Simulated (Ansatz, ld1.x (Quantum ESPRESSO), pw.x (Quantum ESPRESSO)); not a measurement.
pw.x on diamond Rb: one setting changed

Potential: norm-conserving Troullier–Martins (Kleinman–Bylander form), ld1.x (Quantum ESPRESSO) 7.5, PBE; core [Kr], reference 5s1 5p0; waves: 5p (bound, empty): rc 4.20 bohr; 4d channel at 0.25 Ry: rc 4.38 bohr; 5s (bound): rc 3.60 bohr; local part: the s channel; core correction: Bessel-smoothed model core inside 1.75 bohr.

The reference run (k-mesh 8³, cutoffs 50/200 Ry, Fermi–Dirac 0.01 Ry, mixing_beta 0.4, conv_thr 1e-9, no spin) gives -0.01 GPa at 141.711 Å³/atom, where all-electron LAPW gives -0.00 GPa. This run, with its own iteration cap, changes degauss to 0.002.

```
&control
  calculation='scf', prefix='x', pseudo_dir='./', outdir='./tmp', tstress=.true., disk_io='none'
/
&system
  ibrav=0, nat=2, ntyp=1, ecutwfc=50, ecutrho=200, nbnd=8,
  occupations='smearing', smearing='fd', degauss=0.002
/
&electrons
  conv_thr=1e-09, mixing_beta=0.4, electron_maxstep=50
/
ATOMIC_SPECIES
Rb 1.0 Rb.UPF
CELL_PARAMETERS angstrom
  0.00000000 5.21356174 5.21356174
  5.21356174 0.00000000 5.21356174
  5.21356174 5.21356174 0.00000000
ATOMIC_POSITIONS crystal
Rb 0.0000 0.0000 0.0000
Rb 0.2500 0.2500 0.2500
K_POINTS automatic
8 8 8 0 0 0
```

```bash
pw.x < Rb.scf.in > Rb.scf.out
```

Q: How does the run end?

A: It converges in 7 iterations; the free energy moves by +23.7 meV/atom and the pressure by +0.00 GPa. In a metal, with Fermi–Dirac smearing, F lies below its zero-width value by a term in the square of the width.

```
Message from routine setup:
     using ibrav=0 with symmetry is DISCOURAGED, use correct ibrav instead
     lattice parameter (alat)  =      13.9331  a.u.
     unit-cell volume          =    1912.6265 (a.u.)^3
     number of electrons       =         2.00
     number of Kohn-Sham states=            8
     kinetic-energy cutoff     =      50.0000  Ry
     charge density cutoff     =     200.0000  Ry
     scf convergence threshold =      1.0E-09
     Exchange-correlation= PBE
     number of k points=    29  Fermi-Dirac smearing, width (Ry)=  0.0020
     iteration #  1     ecut=    50.00 Ry     beta= 0.40
     c_bands:  1 eigenvalues not converged
     c_bands:  1 eigenvalues not converged
     c_bands:  1 eigenvalues not converged
     [... 1 repeated lines left out ...]
     total energy              =     -25.03752513 Ry
     estimated scf accuracy    <       0.00056059 Ry
     iteration #  2     ecut=    50.00 Ry     beta= 0.40
     total energy              =     -25.03757669 Ry
     estimated scf accuracy    <       0.00018600 Ry
     iteration #  3     ecut=    50.00 Ry     beta= 0.40
     total energy              =     -25.03759922 Ry
     estimated scf accuracy    <       0.00000129 Ry
     iteration #  4     ecut=    50.00 Ry     beta= 0.40
     [... 1 repeated lines left out ...]
     total energy              =     -25.03760655 Ry
     estimated scf accuracy    <       0.00000038 Ry
     iteration #  5     ecut=    50.00 Ry     beta= 0.40
     total energy              =     -25.03760661 Ry
     estimated scf accuracy    <       0.00000022 Ry
     iteration #  6     ecut=    50.00 Ry     beta= 0.40
     total energy              =     -25.03760662 Ry
     estimated scf accuracy    <       0.00000001 Ry
     iteration #  7     ecut=    50.00 Ry     beta= 0.40
     the Fermi energy is    -0.9385 ev
!    total energy              =     -25.03760662 Ry
     estimated scf accuracy    <          1.5E-10 Ry
     smearing contrib. (-TS)   =      -0.00029573 Ry
     The total energy is F=E-TS. E is the sum of the following terms:
     one-electron contribution =       0.38222190 Ry
     hartree contribution      =       0.00985750 Ry
     xc contribution           =     -24.88262957 Ry
     ewald contribution        =      -0.54676073 Ry
     convergence has been achieved in   7 iterations
          total   stress  (Ry/bohr**3)                   (kbar)     P=       -0.07
     Message from routine punch:
     Nothing written, as per user request (disk_io='none')
```

The run took about 31 s on one core of a shared host (AMD EPYC 9R45 96-Core Processor, 96 threads, 376 GiB, load 60).
